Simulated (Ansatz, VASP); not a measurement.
**One calculation of Ag, two programs**

```
Ag
1.0
     2.82728    0.00000    0.00000
    -1.41364    2.44850    0.00000
     0.00000    0.00000    9.79586
Ag
4
Direct
  0.00000 0.00000 0.50000
  0.00000 0.00000 0.00000
  0.66667 0.33333 0.75000
  0.33333 0.66667 0.25000
```

Change from the starting cell: volume scaled by 0.94.

Alike in both runs: task single point; functional PBEsol; k mesh 11 × 11 × 3; occupations fermi-dirac, width 0.05 eV; no spin polarisation.

|  | VASP | Ansatz |
| --- | --- | --- |
| version | VASP 6.6.1 | Ansatz 0.2.0 |
| potentials or method | VASP PAW PBE potentials, release 64 (Ag) | Ansatz PAW |
| plane-wave cutoff (eV) | 520 | 420 |
| valence electrons in the cell | 44 | 76 |

Ansatz gave:

* gap on the k mesh at the Fermi level (eV): none
* pressure (GPa): -1.5
* largest component of the traceless stress (GPa): 3.33

Problem. Which values does VASP return?

Solution. gap on the k mesh at the Fermi level (eV): none; pressure (GPa): -1.7; largest component of the traceless stress (GPa): 3.29.

A gap of «none» marks a metal or a gap that the smearing closes. With one functional, cell and mesh, what is left measures potentials, basis and numerics. The two sets of potentials don't hold the same shells in valence.

Caveats: the PAW data sets were made with another functional, which shifts forces and pressure a little (VASP); the PAW data sets come from PBE, with cores solved anew for the run's functional, which leaves a small shift of forces and pressure (Ansatz).
